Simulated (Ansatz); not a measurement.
## Calculated with Ansatz: Sr, vacancy hop by nudged elastic band

Run with:

```bash
ansatz run input.yaml --threads 4 --pin off --max-ram 8192MiB --backend cpu --events-out ev --progress --plain --runs-dir out
```

input.yaml:

```yaml
crystal:
  lattice:
    - [0.0, 6.1611081, 6.1611081]
    - [6.1611081, 0.0, 6.1611081]
    - [6.1611081, 6.1611081, 0.0]
  atoms:
    - { symbol: Sr, position: [0.00179479, 0.00317929, -0.00216271] }
    - { symbol: Sr, position: [0.00159761, 0.49767218, 0.00314526] }
    - { symbol: Sr, position: [-0.00204733, 0.50395541, 0.50112323] }
    - { symbol: Sr, position: [0.50126522, 0.0025959, -0.00296082] }
    - { symbol: Sr, position: [0.49833509, 0.00016078, 0.50137383] }
    - { symbol: Sr, position: [0.50397737, 0.49785332, -0.00340677] }
    - { symbol: Sr, position: [0.49795663, 0.49746081, 0.5043957] }
kpoints:
  mp_grid: { grid: [2, 2, 2] }
magnetization:
  spin_polarized: false
scf:
  occupations: { method: gaussian, width: 0.1 }
hamiltonian:
  pseudopotentials: { kind: paw }
  xc: pbe
basis:
  ecutwfc: 420
neb:
  images: 3
  relax_end_points: true
  climbing: true
  f_tol: 0.1
  max_iterations: 40
  order_check: false
  final_atoms:
    - { symbol: Sr, position: [0.00179479, 0.00317929, -0.00216271] }
    - { symbol: Sr, position: [0.00159761, 0.49767218, 0.00314526] }
    - { symbol: Sr, position: [-0.00204733, 0.50395541, 0.50112323] }
    - { symbol: Sr, position: [0.50126522, 0.0025959, -0.00296082] }
    - { symbol: Sr, position: [0.00187021, 0.00403433, 0.49833719] }
    - { symbol: Sr, position: [0.50397737, 0.49785332, -0.00340677] }
    - { symbol: Sr, position: [0.49795663, 0.49746081, 0.5043957] }
```

Origin of the cell: a database entry, scaled a little.

The cell is 2×2×2 cells of Sr with one Sr taken out; atom 5 (Sr) hops into the empty site, 4.32 Å away before the end points are relaxed. All atoms were shaken by about 0.02 Å first.

Output (shortened):

```
SCF iter   1: F=—  HF=-24808.750639 eV  Δρ=1.15e-3  dr2=2.09e-2
SCF iter   2: F=—  HF=-24808.752951 eV  Δρ=7.85e-4  dr2=1.08e-2  defer=7
SCF iter   3: F=—  HF=-24808.753057 eV  Δρ=1.94e-4  dr2=3.45e-4  defer=7
[… 2 lines left out …]
SCF iter   6: F=—  HF=-24808.753559 eV  Δρ=1.70e-5  dr2=5.33e-6  defer=7
SCF iter   7: F=—  HF=-24808.753560 eV  Δρ=1.03e-5  dr2=1.08e-6  defer=7
SCF iter   8: F=-24808.753560 eV  HF=-24808.753560 eV  Δρ=2.40e-6  dr2=4.25e-8
NEB iter   1: max|band force component| = 5.174e-1 eV/Å  barrier→ = 0.6794 eV  barrier← = 0.6794 eV  Δτ_max = 0.1934 Å  (46 SCF iters)
NEB iter   2: max|band force component| = 2.893e-1 eV/Å  barrier→ = 0.3216 eV  barrier← = 0.3216 eV  CI = image 2  Δτ_max = 0.1979 Å  (24 SCF iters)
NEB iter   3: max|band force component| = 9.997e-2 eV/Å  barrier→ = 0.1549 eV  barrier← = 0.1549 eV  CI = image 2  Δτ_max = 0.0919 Å  (26 SCF iters)
NEB iter   4: max|band force component| = 9.532e-2 eV/Å  barrier→ = 0.1334 eV  barrier← = 0.1334 eV  CI = image 2  Δτ_max = 0.0000 Å  (7 SCF iters)
--- NEB band (5 images, 4 band iterations, 103 SCF iterations, 31 more in tests of the images' electronic states and relaxations of end points) ---
  forward barrier  = 0.133420 eV
  backward barrier = 0.133419 eV
  lagrangian_above_aufbau_ev (what the smearing adds, to first order; not taken off the barriers): saddle image -0.031403 eV, end points -0.027753 and -0.027750 eV
  climbing image's point = of an order that was not read
  energies are F+E_penalty+E_count in eV, relative to image 0
  image     s (Å)  Δ vs image 0  max|band force component| (eV/Å)
      0    0.0000      0.000000                                 —
      1    1.1198      0.037441                          9.532e-2
  *   2    2.2748      0.133420                          1.701e-2
      3    3.4299      0.037440                          9.516e-2
      4    4.5497      0.000001                                 —
```

The converged band:

```csv
image,path over all atoms (Å),ΔF (eV),Sr x,y,z (Å)
0,0.00,0.000,3.08,6.15,3.08
1,1.12,0.037,3.08,5.46,2.39
2,2.27,0.133,3.08,4.62,1.55
3,3.43,0.037,3.09,3.79,0.72
4,4.55,0.000,3.09,3.09,0.03
```

Relaxed start, forces in eV/Å:

```xyz
7
Lattice="0.000 6.161 6.161 6.161 0.000 6.161 6.161 6.161 0.000" Properties=species:S:1:pos:R:3:forces:R:3 pbc="T T T" image=0
Sr    0.002    0.001    0.007    0.000    0.001   -0.001
Sr    3.085    0.022    3.078    0.000   -0.001    0.000
Sr    6.183    3.084    3.094   -0.001    0.001    0.001
Sr   -0.013    3.085    3.090    0.000    0.001   -0.001
Sr    3.084    6.149    3.081   -0.001    0.000    0.000
Sr    3.084    3.085    6.166    0.002    0.000    0.000
Sr    6.166    6.167    6.164    0.000   -0.001    0.002
```

Highest image (2), forces in eV/Å:

```xyz
7
Lattice="0.000 6.161 6.161 6.161 0.000 6.161 6.161 6.161 0.000" Properties=species:S:1:pos:R:3:forces:R:3 pbc="T T T" image=2
Sr    0.469    0.088   -0.073    0.017    0.006   -0.007
Sr    3.085    0.147    3.229    0.000    0.001    0.001
Sr    6.636    2.998    3.173    0.015   -0.006    0.006
Sr   -0.465    3.003    3.173   -0.016   -0.007    0.006
Sr    3.085    4.623    1.550    0.000    0.000    0.000
Sr    3.085    2.944    6.026    0.000   -0.001    0.000
Sr    5.699    6.249    6.084   -0.016    0.006   -0.006
```

Relaxed end, forces in eV/Å:

```xyz
7
Lattice="0.000 6.161 6.161 6.161 0.000 6.161 6.161 6.161 0.000" Properties=species:S:1:pos:R:3:forces:R:3 pbc="T T T" image=4
Sr    0.002    0.004    0.023    0.000    0.000   -0.001
Sr    3.086    0.005    3.092    0.000   -0.001    0.001
Sr    6.184    3.068    3.093   -0.001   -0.001    0.000
Sr   -0.005    3.091    3.092    0.000    0.001   -0.001
Sr    3.086    3.092    0.026   -0.001    0.000    0.000
Sr    3.084    3.088    6.160    0.002    0.000    0.000
Sr    6.159    6.165    6.159    0.000    0.000    0.002
```

Barrier of this path: 0.13 eV forwards, 0.13 eV backwards, after 4 band iterations.

Caveats: the k mesh is coarse if the cell is a metal; a small cell with a neutral vacancy and no spin, whose shape can make like sites unlike; the cell is held at a rescaled volume, and strain moves barriers; the hop was drawn among near neighbours and need not be the easiest path; few images and a loose tolerance, and neither the top nor the ends were tested for their order.

Time: 34 s on 4 threads of Arm Neoverse V2, on a shared host, peak memory 1.3 GiB, from the program's own first density.
